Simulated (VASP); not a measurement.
Set up this calculation in VASP 6.6.1, as the native input.

* Task: single point
* Functional: r2SCAN
* Potentials or basis: VASP PAW PBE potentials, release 64 (Cu, O)
* Cutoff: 520 eV
* k mesh: 7 × 7 × 7
* Occupations: gaussian, width 0.05 eV
* Spin: collinear spin, ferromagnetic start
* Starting moments: [0.6, 0.0] μB
* Fixed moment: 0 μB
* Hubbard terms: Cu d U = 8 eV
* Further INCAR settings: ALGO = Normal; EDIFF = 1e-06; NBANDS = 20

The structure of CuO lies in POSCAR:

```
CuO
1.0
    0.0000000000      2.3272527300      2.3272527300
    2.3272527300      0.0000000000      2.3272527300
    2.3272527300      2.3272527300      0.0000000000
Cu O
1 1
Direct
    0.0000000000      0.0000000000      0.0000000000
    0.2500000000      0.2500000000      0.2500000000
```

Measurements of this composition are mostly on another form, of space group No. 15.

The input as run:

INCAR

```
ALGO = Normal
EDIFF = 1E-6
ENCUT = 520
ISIF = 2
ISMEAR = 0
ISPIN = 2
LASPH = T
LCHARG = T
LDAU = T
LDAUJ = 0 0
LDAUL = 2 -1
LDAUPRINT = 1
LDAUTYPE = 2
LDAUU = 8 0
LELF = T
LMAXMIX = 4
LMIXTAU = T
LORBIT = 11
LREAL = F
LVHAR = T
LWAVE = F
MAGMOM = 0.6 0
METAGGA = R2SCAN
NBANDS = 20
NELM = 60
NUPDOWN = 0
PREC = Accurate
SIGMA = 0.05
```

KPOINTS

```
k-points
0
Gamma
  7 7 7
```

Potentials or basis: VASP PAW PBE potentials, release 64 (Cu, O).

Launch:

```sh
$ cat potpaw_PBE.64/Cu/POTCAR potpaw_PBE.64/O/POTCAR > POTCAR
$ mpirun -np 1 vasp_std > vasp.out
```

Results of the run:

The pressure is -16.5 GPa and the net moment is 0.00 μB per cell. The valence electrons inside the program's atomic spheres are Cu 9.98; O 4.89.

Caveat: the PAW data sets were made with another functional, which shifts forces and pressure a little; the total moment is fixed, so each spin has its own Fermi level.

It took 24 s on 1 thread of Intel(R) Xeon(R) 6975P-C (Granite Rapids), with other jobs on the host, peak memory 0.16 GiB.
